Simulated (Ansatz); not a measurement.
Ansatz input

```yaml
crystal:
  lattice:
    - [0.0, 3.2087232897, 3.2087232897]
    - [3.2087232897, 0.0, 3.2087232897]
    - [3.2087232897, 3.2087232897, 0.0]
  atoms:
    - { symbol: Se, position: [0.125, 0.125, 0.125] }
    - { symbol: Se, position: [0.875, 0.875, 0.875] }
hamiltonian:
  xc: pbe
  pseudopotentials:
    kind: paw
    azcp:
      Se: "pseudopotentials/Se.paw.azcp"
basis:
  ecutwfc: 420
  fft_grid_basis: typed
kpoints:
  mp_grid: { grid: [10, 10, 10], shift: [0, 0, 0] }
magnetization:
  spin_polarized: false
scf:
  occupations: { method: fermi_dirac, width: 0.1 }
  lower_state_search: "off"
output:
  stress: true
```

Output

```
Engine: ansatz 0.2.0, x86_64-unknown-linux-gnu
Pseudopotentials: kind: paw
Pseudopotential: Se, paw, valence charge 16, recommended cutoff 420 eV (normal) 
Functional definition: PBE
  parameter kappa = 0.804
  parameter beta = 0.06672455060314922
  exchange = pbe_x(kappa = kappa, mu = beta*pi^2/3)
  correlation = pbe_c(beta = beta)
Crystal: 2 atoms, lattice volume = 66.073 Å³
Basis set: ecut = 420 eV, 1243 PW (Γ)
Bands: 20, of which v1, the nominal top of the filled ones, is band 16 counted from 1 (15 counted from 0)
Symmetry: 48 space group operations
Space group: Fd-3m (ITA 227), of the structure as read, at distance tolerance 4.0e-5 Å
k-points: 47 of 1000
Non-local potential: Se, projectors of the file, l = 0: 2, l = 1: 2, l = 2: 3, l = 3: 1
PAW form: soft (Blöchl's): semilocal exchange-correlation on the pseudo side does not see the compensation charge
PAW one-centre angular grid: Se, 590 points (default); XC on 64 Gauss nodes
Initial density: superposition of atomic densities (neutral atoms: chi_scale 0, normalization atom), corrected by the library's trained network
Initial wavefunctions: pseudopotential atomic-orbital guess
Functional: x = pbe(κ = 0.804, μ = 0.2195149727645171), c = pbe(β = 0.06672455060314922)
SCF iter   1: F=—  HF=-10937.157847 eV  |F-HF|=—  |Δ(HF+E_count)|=         —  Δρ=1.11e-3  dr2=6.79e-4  ethr=1.77e-3  ⟨swp⟩=5.3  Hψ=4184  notcnv=0
SCF iter   2: F=—  HF=-10937.157935 eV  |F-HF|=—  |Δ(HF+E_count)|=   8.79e-5  Δρ=2.60e-4  dr2=2.78e-5  ethr=2.12e-6  ⟨swp⟩=2.1  Hψ=2194  notcnv=0
SCF iter   3: F=—  HF=-10937.157932 eV  |F-HF|=—  |Δ(HF+E_count)|=   3.19e-6  Δρ=7.36e-5  dr2=1.77e-6  ethr=8.69e-8  ⟨swp⟩=2.1  Hψ=1720  notcnv=0
SCF iter   4: F=—  HF=-10937.157925 eV  |F-HF|=—  |Δ(HF+E_count)|=   6.60e-6  Δρ=2.23e-5  dr2=1.80e-7  ethr=5.54e-9  ⟨swp⟩=2.0  Hψ=1731  notcnv=0
iter 5 did not close the SCF: its close was put off for the readings that it lacked (scf_convergence_deferred on its scf_iter line)
SCF iter   5: F=-10937.157926 eV  HF=-10937.157926 eV  |F-HF|=8.03e-9  |Δ(HF+E_count)|=   3.92e-7  Δρ=4.45e-6  dr2=1.20e-8  ethr=5.63e-10  ⟨swp⟩=2.0  Hψ=1707  notcnv=0
SCF iter   6: F=-10937.157926 eV  HF=-10937.157926 eV  |F-HF|=5.28e-11  |Δ(HF+E_count)|=   1.15e-8  Δρ=3.60e-7  dr2=8.35e-11  ethr=3.74e-11  ⟨swp⟩=1.9  Hψ=3053  notcnv=0
SCF 1 converged in 6 iterations: F = -10937.157926 eV  dr2 = 8.35e-11
SCF converged after 6 iterations
Free energy (F): -10937.157926 eV
Harris-Foulkes:  -10937.157926 eV  (|F-HF|=5.28e-11)
Internal energy: -10937.101104 eV  (E = F + TS)
E sigma→0 (E₀):  -10937.129515 eV
Entropy (-TS):   -0.056822 eV (-28.411 meV/atom)
Fermi energy:    5.139243 eV
--- Per-component energies (eV) ---
  E_band       = -880.071597
  E_kinetic    = 230.795085
  E_local      = -5546.652276  (includes V_loc(G=0)·N_el)
  E_nonlocal   = -1188.511061
  E_hartree    = 2690.891426
  E_xc         = -205.254184
  E_vxc        = -191.959089  (∫ρ·V_xc dr)
  E_paw        = -3824.084758  (= ΣΔE_a)
  E_vpaw       = 434.473727  (= ΣTr[D̂ρ^β])
  E_aug_tail   = -0.001158  (compensation charges beyond the density's cutoff)
  E_ewald      = -3094.284179
  E_smearing   = -0.056822  (= −TS)
  E_closure    = -0.000000  (closes the sum)
  Σ components = -10937.157926   (vs F -10937.157926, Δ=0.00e0)
--- Stress (GPa, compression-positive) ---
       -1.414994       0.000000       0.000000
        0.000000      -1.414994      -0.000000
        0.000000      -0.000000      -1.414994
  P = ⅓ Tr σ = -1.4150 GPa (-14.150 kbar)
```

Command:

```sh
ansatz run input.yaml --threads 1 --pin off --max-ram 3584MiB --backend cpu --events-out ev --progress --plain --runs-dir out
```

On 1 thread of Intel(R) Xeon(R) Platinum 8259CL CPU @ 2.50GHz (Skylake/Cascade Lake) (shared host) this took about 4.3 s of wall time and 4.1 s of CPU time.
